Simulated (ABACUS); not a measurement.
Sb:

```
CELL_PARAMETERS angstrom
-1.59487 1.55125 2.72767
1.54722 -1.56493 2.70791
1.61542 1.58547 -2.73561
ATOMIC_POSITIONS crystal
Sb 0.00000 0.00000 0.00000
```

This isn't the form of Sb at room conditions, which is rhombohedral.

Program: ABACUS 3.10.1. Alike in all runs: task single point; potentials or basis SG15 ONCV 1.2 PBE, plane waves; no spin polarisation; cell as given; k mesh 7 × 7 × 8; cutoff (eV) 1102; smearing fermi-dirac 0.05 eV.

Order these runs on this cell by their pressure, lowest first.
A. level r2SCAN
B. level PBEsol
C. level LDA

C (-3.5 GPa), B (-1.5 GPa), A (0.3 GPa).

Caveats: the potentials were made for another functional, which shifts forces and pressure.
